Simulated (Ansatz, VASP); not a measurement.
GaP in VASP and in Ansatz

```
Ga P
1.0
     0.00000    2.72581    2.72581
     2.72581    0.00000    2.72581
     2.72581    2.72581    0.00000
Ga P
1 1
Cartesian
  0.0000 0.0000 0.0000
  4.0887 4.0887 4.0887
```

Alike in both runs: functional r2SCAN; k mesh 8 × 8 × 8; occupations gaussian, width 0.02 eV; no spin polarisation.

Ansatz relaxed the structure, and its values are those at the end. VASP's run is a single point on that final structure, the one shown.

|  | VASP | Ansatz |
| --- | --- | --- |
| version | VASP 6.6.1 | Ansatz 0.2.0 |
| potentials or method | VASP PAW PBE potentials, release 64 (Ga_d, P) | scalar-relativistic, plane waves, PAW |
| plane-wave cutoff (eV) | 520 | 500 |
| valence electrons in the cell | 18 | 18 |

|  | VASP | Ansatz | Ansatz less VASP |
| --- | --- | --- | --- |
| gap on the k mesh at the Fermi level (eV) | 1.90 | 1.90 | -0.008 |
| least direct gap on the mesh (eV) | 2.34 | 2.36 | +0.021 |
| pressure (GPa) | -0.1 | 0.0 | +0.06 |

The functional is the same, so the differences come from potentials, cutoffs and numerics.

Caveats: the PAW data sets were made with another functional, which shifts forces and pressure a little (VASP). A k mesh can miss the band edges. r2SCAN opens gaps a little over a GGA but as a rule still falls short of measured ones.
